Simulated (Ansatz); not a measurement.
# Structures of PbF₂: which is lowest?

Plane-wave DFT in Ansatz with scalar-relativistic PAW potentials, cutoff 420 eV, Γ-centred meshes chosen by cell and gap, Gaussian smearing with energies taken to zero width. Every cell was relaxed (cell and atoms) in a run of its own, within the symmetry of its start. Functional: PBEsol.

Relaxed structures (starts from databases or built by putting these elements on another compound's sites):
A. Fm-3m, 3 atoms in the computed cell, a = 5.899 Å; sites (symmetry × multiplicity) Pb m-3m × 4, F -43m × 8; start: database
B. Pnma, 12 atoms in the computed cell, a = 6.408 Å, b = 3.864 Å, c = 7.663 Å; sites (symmetry × multiplicity) Pb .m. × 4, F .m. × 4 + .m. × 4; start: database

**Question.** Rank them by energy. Could pressure change the order?

**Answer.**
| structure | group | E − E(lowest) (meV/atom) | V (Å³/atom) | gap on mesh (eV) |
| --- | --- | --- | --- | --- |
| A | Fm-3m | 0.0 | 17.10 | 4.31 |
| B | Pnma | 12.0 | 15.81 | 4.22 |

A is lowest, 12 meV/atom under B. B is denser by 1.29 Å³/atom, so pressure favours it: ΔE/ΔV, with ΔE in eV and 1 eV/Å³ = 160.2 GPa, gives about 1.5 GPa for equal enthalpy if both cells were rigid, a rough figure since the two compress differently. Other structures may lie lower than all of these, and vibrations aren't counted.

Spin-orbit coupling is left out, which matters for the bands of heavy elements. For Tl, Pb and Bi spin-orbit coupling shifts energies too.